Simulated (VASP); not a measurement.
## HgTe: electric field gradients with PBE

The system is HgTe.

```
CELL_PARAMETERS angstrom
0.00000 2.92150 2.92150
2.92150 0.00000 2.92150
2.92150 2.92150 0.00000
ATOMIC_POSITIONS crystal
Hg 0.00000 0.00000 0.00000
Te 0.50000 0.50000 0.50000
```

Measurements of this composition are mostly on another form, of space group No. 216.

```json
{
 "Program": "VASP 6.6.1",
 "Task": "electric field gradients",
 "Functional": "PBE",
 "Potentials or basis": "VASP PAW PBE potentials, release 64 (Hg, Te)",
 "Cutoff": "520 eV",
 "k mesh": "12 × 12 × 12",
 "Occupations": "fermi-dirac, width 0.08 eV",
 "Spin": "no spin polarisation",
 "Dipole correction": "no",
 "Further INCAR settings": "ALGO = Normal; EDIFF = 1e-08; NBANDS = 16"
}
```

The pressure is 10.7 GPa and the band gap on the k mesh is none (metal or under the smearing width).

Levels at points of the mesh, in eV from the Fermi level:
```
           k point  band 5  band 6  band 7  band 8  band 9  band 10  band 11  band 12  band 13  band 14
(0.00, 0.00, 0.00)   -7.18   -7.18   -0.89   -0.89   -0.89    -0.34     7.73     7.73     7.73     7.91
(0.50, 0.00, 0.00)   -6.94   -6.94   -6.05    0.44    0.44     2.49     3.77     3.77     4.37    10.87
(0.50, 0.50, 0.00)   -6.83   -5.98   -5.17   -2.91   -2.80    -2.80     4.67     9.91     9.91    10.57
```

Electric field gradients, principal values (V/Å²):
| atom | Vxx | Vyy | Vzz |
| --- | --- | --- | --- |
| 1 Hg | 0.000 | 0.000 | 0.001 |
| 2 Te | 0.000 | 0.000 | 0.000 |

Run time: 20 s on 1 thread of Intel(R) Xeon(R) 6975P-C (Granite Rapids) (shared host), peak memory 0.21 GiB.

Spin-orbit coupling is left out, which matters for the levels of Hg, Te.
